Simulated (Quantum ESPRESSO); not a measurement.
Runs of Quantum ESPRESSO 7.5 on NiO. It takes space group Fm-3m (No. 225, cubic). Conventional cell: a = 4.172 Å, b = 4.172 Å, c = 4.172 Å, α = 90.00°, β = 90.00°, γ = 90.00°. Ni (site symmetry m-3m) is surrounded by 6 O at 2.09 Å. O (site symmetry m-3m) has 6 Ni at 2.09 Å as nearest neighbours. 

```tsv
task	level	U	cell	k mesh	start of the occupations	hubbard projectors	gap on the mesh (eV)	pressure (GPa)	moment (μB)
Hubbard U by linear response	PBE+U	Ni d U = 0.0001 eV	as given	6 × 6 × 6	default	ortho-atomic	none	-2.1	0.00
phonon dispersion	PBE	-	relaxed	4 × 4 × 4, shifted	-	-	none	0.0	0.75
Hubbard U by linear response	PBE+U	Ni d U = 8.0 eV	as given	6 × 6 × 6	default	ortho-atomic	(a)	17.8	2.00
Hubbard U by linear response	PBE+U	Ni d U = 4.0 eV	as given	6 × 6 × 6	default	ortho-atomic	1.15	13.2	2.00
Hubbard U by linear response	PBE+U	Ni d U = 2.0 eV	as given	6 × 6 × 6	default	ortho-atomic	0.16	(c)	(b)
```

Alike in all rows: potentials or basis GBRV 1.5 PBE; spin collinear, ferromagnetic start; cutoff (eV) 612; smearing fermi-dirac 0.05 eV; the mesh is coarse, so values aren't converged.

Q: Fill in the values left out.

A: (a) 2.44; (b) 1.99; (c) 11.2.

Caveats: all runs use coarse meshes; a cell with one magnetic atom can't hold antiferromagnetic order, which such compounds often take (some runs); the mesh is thin for the phonons of a metal (some runs); some modes are imaginary (some runs); semilocal functionals often make such compounds metallic where correlation or magnetic order opens a gap, which also shifts bond lengths (some runs).

A k mesh can miss the band edges.

A gap of «none» marks a metal or a gap under the smearing width.
